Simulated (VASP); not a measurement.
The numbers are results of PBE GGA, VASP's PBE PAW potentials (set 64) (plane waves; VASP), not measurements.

Gaps are without spin-orbit coupling.

Q: Order these relaxed crystals by band gap, smallest first: RbBr, Fm-3m (225); InP, F-43m (216); CaF2, Fm-3m (225); ZnSe, F-43m (216).

A: InP, F-43m (216) (0.45 eV), ZnSe, F-43m (216) (1.15 eV), RbBr, Fm-3m (225) (4.18 eV), CaF2, Fm-3m (225) (7.10 eV)
